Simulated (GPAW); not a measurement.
A run of GPAW 26.7.0 is set up as follows.

Contents of run.py:

```python
from ase import Atoms
from ase.dft.bandgap import bandgap
from ase.io import write
from ase.units import GPa
from gpaw import GPAW, PW

atoms = Atoms(['Rb', 'Br'],
              cell=[[0.0, 3.427, 3.427],
                    [3.427, 0.0, 3.427],
                    [3.427, 3.427, 0.0]],
              scaled_positions=[[0.0, 0.0, 0.0],
                                [0.5, 0.5, 0.5]],
              pbc=True)

calc = GPAW(mode=PW(450),
            xc='LDA',
            kpts={'size': (6, 6, 6), 'gamma': True},
            occupations={'name': 'fermi-dirac', 'width': 0.05},
            nbands=16,
            maxiter=120,
            txt='gpaw.txt')
atoms.calc = calc
energy = atoms.get_potential_energy()
forces = atoms.get_forces()
stress = atoms.get_stress()
calc.write('gs.gpw')
write('result.traj', atoms)
print(f'Energy: {energy:.6f} eV')
print('Forces (eV/A):')
print(forces.round(4))
print('Stress (GPa):', (stress / GPa).round(3))
print('Fermi level:', round(calc.get_fermi_level(), 4), 'eV')
print(f'Gap: {bandgap(calc)[0]:.4f} eV, direct: {bandgap(calc, direct=True)[0]:.4f} eV')
```

Potentials or basis: the program's PAW data sets (release 1.2.1) made for this functional, pw.

Run with:

```bash
$ OMP_NUM_THREADS=1 python run.py
```

Predict the band gap on the k mesh.

3.95 eV, direct.

What does it give for the pressure?

-1.2 GPa.

Caveat: the cutoff is short for stress and forces, so pressures can be off by a GPa or more. LDA gaps usually lie below the measured ones, often by a third to a half.
